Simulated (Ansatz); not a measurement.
Crystal: PbS (Galena).

```
CELL_PARAMETERS angstrom
0.00000 2.96575 2.96575
2.96575 0.00000 2.96575
2.96575 2.96575 0.00000
ATOMIC_POSITIONS crystal
Pb 0.00000 0.00000 0.00000
S 0.50000 0.50000 0.50000
```

- Program: Ansatz 0.2.0
- Task: relaxation of cell and atoms
- Functional: BLYP
- Dispersion: D4
- Potentials or basis: Ansatz PAW
- Cutoff: 420 eV (not typed: the program's choice for these potentials)
- k mesh: 8 × 8 × 8
- Occupations: fermi-dirac, width 0.05 eV
- Spin: no spin polarisation

At the start: volume 26.09 Å³/atom.

Question: Where does the relaxation end?

Answer: It ends after 8 steps and the volume is 28.76 Å³/atom (+10.3 %); space group Fm-3m (No. 225, to 0.05 Å).

Step by step:
```
step  energy change (eV)  largest force (eV/Å)  volume (Å³)
   1              0.0000                0.0000        52.17
   2             -0.0136                0.0000        54.89
   3             -0.0465                0.0000        59.00
   4             -0.0580                0.0000        58.50
   5             -0.0688                0.0000        57.77
   6             -0.0696                0.0000        57.42
   7             -0.0697                0.0000        57.52
   8             -0.0703                0.0000        57.52
```

Final structure:
```
Pb S
1.0
     0.00000    3.06382    3.06382
     3.06382    0.00000    3.06382
     3.06382    3.06382    0.00000
Pb S
1 1
Direct
  0.00000 0.00000 0.00000
  0.50000 0.50000 0.50000
```

Caveat: the plane-wave basis is chosen anew once the cell has moved, so the energies of steps on either side of that aren't comparable; the volume moved by +10 % from the deposited cell, more than functionals usually miss; the PAW data sets come from PBE, with cores solved anew for the run's functional, which leaves a small shift of forces and pressure.
